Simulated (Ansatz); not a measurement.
# W: a tetragonal deformation path

One table from this session's results is given with a row withheld; the runs are named, their logs left out.

The COD cell was measured well above room temperature, so it is larger than a cold one.

Program: Ansatz 0.2.0. Level of theory: DFT PBE, scalar-relativistic, plane waves, PAW. These are calculated values, not measurements.

2 further runs of the same task are left out: 2 set aside as unsound or not needed. Runs told in other sessions of the task aren't counted.

### The system as given

Symmetry: Im-3m, No. 229, cubic system. Conventional cell: a = 3.184 Å, b = 3.184 Å, c = 3.184 Å, α = 90.00°, β = 90.00°, γ = 90.00°. W (site symmetry m-3m) has 8 W at 2.76 Å in its first shell of neighbours.

Structure file:

```xyz
1
Lattice="-1.5918 1.5918 1.5918 1.5918 -1.5918 1.5918 1.5918 1.5918 -1.5918" Properties=species:S:1:pos:R:3 pbc="T T T"
W     0.0000    0.0000    0.0000
```

It is the result of an earlier relaxation at this level (volume 16.13 Å³/atom; gap on the mesh: none (metal)).

Set-up of the first run:

File input.yaml:

```yaml
crystal:
  lattice:
    - [-1.5917793224, 1.5917793224, 1.5917793224]
    - [1.5917793224, -1.5917793224, 1.5917793224]
    - [1.5917793224, 1.5917793224, -1.5917793224]
  atoms:
    - { symbol: W, position: [0.0, 0.0, 0.0] }
basis:
  ecutwfc: 420
kpoints:
  mp_grid: { grid: [30, 30, 30] }
hamiltonian:
  xc: pbe
scf:
  occupations: { method: gaussian, width: 0.15 }
output:
  forces: true
  stress: true
  eigenvalues: true
  write_density: true
  write_potential: true
  elf: true
  volumetric_format: npy
```

The run is started by

```
> ansatz run input.yaml --threads 1 --pin off --max-ram 2560MiB --backend cpu --events-out ev --progress --plain --runs-dir out
```

Steps of the session up to this table: The reference: the undisturbed cell on the scan's mesh; At ρ = 0.707; ρ = 1.414; ρ = 0.850; ρ = 1.200; ρ = 0.780; ρ = 1.300; Point ρ = 0.920; At ρ = 1.100; ρ = 0.650; Point ρ = 1.500; At ρ = 0.960; At ρ = 1.050.

One of the session's tables, all rows but one given; the rest of the session is left out.

Collected from the runs (energy zero: the undisturbed cell):

```
    ρ  ΔE (meV/atom)  pressure (GPa)
0.650         1120.4            28.5
0.707          716.4            17.6
0.780          474.2             9.1
0.850          269.2             4.3
0.920           76.0             1.2
0.960           18.2             0.3
1.000            0.0             0.0
1.050              ?               ?
1.100           87.7             1.3
1.200          259.9             3.8
1.300          412.9             5.3
1.414          486.1             5.6
1.500          456.5             5.6
```

**Question.** Estimate the row for ρ = 1.050.

Worked estimate for «ΔE (meV/atom)». A straight line through the neighbours (1.000, 0.0) and (1.100, 87.7) gives 0.0 + (87.7 − 0.0) × (1.050 − 1.000) / (1.100 − 1.000) = 43.9; a parabola fitted to 4 rows on both sides gives 32.5.

The run gave: ΔE (meV/atom): 24.6; pressure (GPa): 0.4. In «ΔE (meV/atom)» the line misses by +19.3 and the parabola by +7.9.
